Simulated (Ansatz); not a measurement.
GaS, 8 atoms in the cell. Symmetry: P6_3/mmc, No. 194, hexagonal system. The conventional cell has a = 3.585 Å, b = 3.585 Å, c = 15.500 Å, α = 90.00°, β = 90.00°, γ = 120.00°. Ga (site symmetry 3m) is surrounded by 3 S at 2.34 Å and 1 Ga at 2.48 Å. S (site symmetry 3m) has 3 Ga at 2.34 Å as nearest neighbours. 

```yaml
Program: Ansatz 0.2.0
Task: single point
Functional: PBEsol
Potentials_or_basis: Ansatz PAW
Cutoff: "420 eV (not typed: the program's choice for these potentials)"
k_mesh: 9 × 9 × 2
Occupations: gaussian, width 0.1 eV
Spin: no spin polarisation
```

Potentials or basis: Ansatz PAW.

Run with:

```sh
$ ansatz run input.yaml --threads 4 --pin off --max-ram 11264MiB --backend cpu --events-out ev --progress --plain --runs-dir out
```

Hardware: 4 threads of Arm Neoverse V2, on a shared host.

Problem. How long does it take, and how much memory?

Solution. Run time: 2.4 s on 4 threads of Arm Neoverse V2, with other jobs on the host, peak memory 0.58 GiB. Counts: scf iterations 7, plane waves 3333, k points 24, bands 46.
